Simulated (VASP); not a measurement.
A run of VASP 6.6.1 is set up as follows.

File INCAR:

```
SYSTEM = CeO
  PREC = Accurate
  ENCUT = 520
  EDIFF = 1E-6
  ISMEAR = 0
  SIGMA = 0.05
  LREAL = .FALSE.
  LASPH = .TRUE.
  NELM = 150
  ALGO = Normal
  ISIF = 2
  LWAVE = .FALSE.
  LCHARG = .FALSE.
  ISPIN = 2
  MAGMOM = 1 0
  LORBIT = 11
  NUPDOWN = 4
  LMAXMIX = 6
  LDAU = .TRUE.
  LDAUTYPE = 2
  LDAUL = 3 -1
  LDAUU = 2 0
  LDAUJ = 0 0
  LDAUPRINT = 1
  GGA = CA
```

KPOINTS

```
regular mesh
0
G
  7 7 7
  0 0 0
```

Contents of POSCAR:

```
CeO
1.0
    2.8880971600      0.0000000000      0.0000000000
    0.0000000000      2.8880971600      0.0000000000
    0.0000000000      0.0000000000      2.8880971600
Ce O
1 1
Direct
    0.0000000000      0.0000000000      0.0000000000
    0.5000000000      0.5000000000      0.5000000000
```

Potentials or basis: VASP PAW LDA potentials, release 64 (Ce, O).

Launch:

```console
$ cat potpaw_LDA.64/Ce/POTCAR potpaw_LDA.64/O/POTCAR > POTCAR
$ mpirun -np 1 vasp_std > vasp.out
```

Problem. Predict the pressure.

Solution. 67.1 GPa.

Eigenvalues of the final occupation matrices:
```tsv
site	spin	trace	eigenvalues
site 1 f	1	1.60	0.04 0.17 0.17 0.17 0.35 0.35 0.35
site 1 f	2	0.06	0.01 0.01 0.01 0.01 0.01 0.01 0.02
```

Caveat: the magnetic or orbital state may not be the lowest; the moment is held away from its start; a pressure of tens of GPa on the cell as given is suspect, and the run, the potentials or the cell itself is likely at fault; spin-orbit coupling is left out, which moves the levels of the heavy elements; the total moment is fixed, so each spin has its own Fermi level. The state reached can hang on the start; a lower one may exist.
